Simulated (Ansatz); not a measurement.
InN (zinc blende)

```xyz
4
Lattice="0.0000 5.0490 5.0490 2.5245 0.0000 2.5245 2.5245 2.5245 0.0000" Properties=species:S:1:pos:R:3 pbc="T T T"
N      3.7867     3.7867     3.7867
N      3.7867     6.3112     6.3112
In     0.0000     0.0000     0.0000
In     2.5245     5.0490     2.5245
```

A phonon eigenvector at L = (0.5, 0.0, 0.0) is frozen into this cell: atom i moves by Q times the vector below, so Q is the largest atomic displacement, in Å. The cell is held. (q is in reciprocal vectors of the primitive cell; the cell shown is doubled to hold the pattern.)

```csv
atom,x,y,z
N1,-0.125,0.125,0.125
N2,0.125,-0.125,-0.125
In3,-0.577,0.577,0.577
In4,0.577,-0.577,-0.577
```

Level of theory: PBE (plane waves to 420 eV, PAW, scalar-relativistic; Ansatz, an electronic-structure program). k mesh 11×11×11 (Γ-centred), Fermi-Dirac smearing 0.05 eV. Energies are smeared free energies. With partly filled bands, energies and forces of such displacements shift with the k mesh and the smearing. At this level the bands of InN touch or barely overlap; measurements give the solid a gap. InN was relaxed with its symmetry unable to fall. The zero of ΔE is the undisplaced structure. The last digit holds for this mesh only.

```
Q (Å)    ΔE (meV/cell)
-------  -------------
-0.1000          199.0
-0.0833       withheld
-0.0667           88.5
-0.0500           49.8
-0.0333           22.1
-0.0167            5.5
0.0000             0.0
0.0167             5.5
0.0333            22.1
0.0500            49.8
0.0667            88.5
0.0833        withheld
0.1000           199.0
```

Task: Fit an even polynomial form (powers 2, 4) to the given rows and predict ΔE at Q = -0.0833.

Result: Least squares on the 11 given rows: ΔE = (19900)·Q² + (-372.2)·Q⁴, in meV/cell with Q in Å; root-mean-square residual 0.04 meV/cell. At -0.0833 the fit gives 138.1 meV/cell; the calculation gives 138.2 meV/cell, so the interpolation is off by -0.1 (-0.1 %). The quadratic term alone would give 138.1 meV/cell.

(A displaced cell: forces are minus the slopes of the energy, force constants its curvatures, and phonons follow from these.)
